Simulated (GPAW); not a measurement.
Runs of GPAW 26.7.0 on C. Symmetry: Fd-3m, No. 227, cubic system. The conventional cell has a = 3.567 Å, b = 3.567 Å, c = 3.567 Å, α = 90.00°, β = 90.00°, γ = 90.00°. C (site symmetry -43m) is surrounded by 4 C at 1.54 Å. This isn't the form of C at room conditions, which is graphite.

```tsv
task	level	potentials or basis	k mesh	cutoff (eV)	maxiter	band path	band points	eigensolver	mesh quality	gap on the mesh (eV)	pressure (GPa)	V0 of scaled cells (Å³/atom)	B0 (GPa)
band structure	WC	PAW data sets generated in the run's folder for this functional, pw	10 × 10 × 10	800	150	GXWKGLUWLK,UX	60	-	not flagged	4.08	(a)	-	-
single point	YS-PBE0	GPAW PAW data sets (gpaw-data 1.2.1), pw	6 × 6 × 6	600	60	-	-	-	coarse	5.68	-	-	-
equation of state	BLYP+D3(BJ)	PAW data sets generated in the run's folder for this functional, pw	10 × 10 × 10	800	150	-	-	davidson	not flagged	-	-	(b)	423
equation of state	revPBE	the program's PAW data sets (release 1.2.1) made for this functional, pw	10 × 10 × 10	800	150	-	-	-	not flagged	-	-	(c)	422
equation of state	BP86+D4	PAW data sets generated in the run's folder for this functional, pw	10 × 10 × 10	800	150	-	-	-	not flagged	-	-	(d)	440
band structure	C09-vdW	GPAW PAW data sets (gpaw-data 1.2.1), pw	10 × 10 × 10	800	150	GXWKGLUWLK,UX	60	-	not flagged	4.15	-	-	-
band structure	LDA	PAW data sets generated in the run's folder for this functional, pw	10 × 10 × 10	800	150	GXWKGLUWLK,UX	60	-	not flagged	4.13	-13.5	-	-
```

Alike in all rows: no spin polarisation; cell as given; smearing fermi-dirac 0.05 eV.

Question: Estimate the missing entries.

Answer: (a) -5.1; (b) 5.69; (c) 5.76; (d) 5.63.

Caveats: some runs use coarse meshes; the PAW data sets were made with another functional, which shifts forces and pressure a little (some runs).

A k mesh can miss the band edges.

Runs at the PBE level aren't shown here.
